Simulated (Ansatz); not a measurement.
Wanted: the native input for an Ansatz 0.2.0 run.

```yaml
Task: relaxation of cell and atoms
Functional: PBE
Potentials_or_basis: Ansatz PAW
Cutoff: "420 eV (not typed: the program's choice for these potentials)"
k_mesh: 8 × 8 × 8
Occupations: fermi-dirac, width 0.05 eV
Spin: no spin polarisation
Target_pressure_GPa: 0
```

The system is InPd.

```xyz
2
Lattice="3.2719 0.0000 0.0000 0.0000 3.2719 0.0000 0.0000 0.0000 3.2719" Properties=species:S:1:pos:R:3 pbc="T T T"
In    0.0000    0.0000    0.0000
Pd    1.6359    1.6359    1.6359
```

The cell comes from a database or a generator and needn't be the stable form of this composition.

The input as run:

input.yaml

```yaml
crystal:
  lattice:
    - [3.27188478, 0.0, 0.0]
    - [0.0, 3.27188478, 0.0]
    - [0.0, 0.0, 3.27188478]
  atoms:
    - { symbol: In, position: [0.0, 0.0, 0.0] }
    - { symbol: Pd, position: [0.5, 0.5, 0.5] }
hamiltonian:
  xc: pbe
  pseudopotentials: { kind: paw }
kpoints:
  mp_grid: { grid: [8, 8, 8] }
scf:
  occupations: { method: fermi_dirac, width: 0.05 }
output:
  forces: true
  stress: true
  eigenvalues: true
relax:
  f_tol: 0.01
  max_steps: 40
  cell: { stress_tol: 0.05 }
```

Potentials or basis: Ansatz PAW.

Run with:

```console
$ ansatz run input.yaml --threads 2 --pin off --max-ram 5632MiB --backend cpu --events-out ev --progress --plain --runs-dir out
```

It gave:

```yaml
Relaxed_volume: 18.04 Å³/atom
Relaxed_cell: a = 3.304 Å, b = 3.304 Å, c = 3.304 Å, α = 90.00°, β = 90.00°, γ = 90.00°
Space_group_after_relaxing_to_0.05_Å: Pm-3m (No. 221)
Energy_gained_by_relaxing: 5.7 meV/atom
Ionic_steps: 4
Pressure_after_relaxing: 0.0 GPa
Band_gap_on_the_k_mesh: none (metal or under the smearing width)
```

Caveat: the plane-wave basis is chosen anew once the cell has moved, so the energies of steps on either side of that aren't comparable.

Run time: 4.8 s on 2 threads of Arm Neoverse V1, on a shared host, peak memory 0.32 GiB.
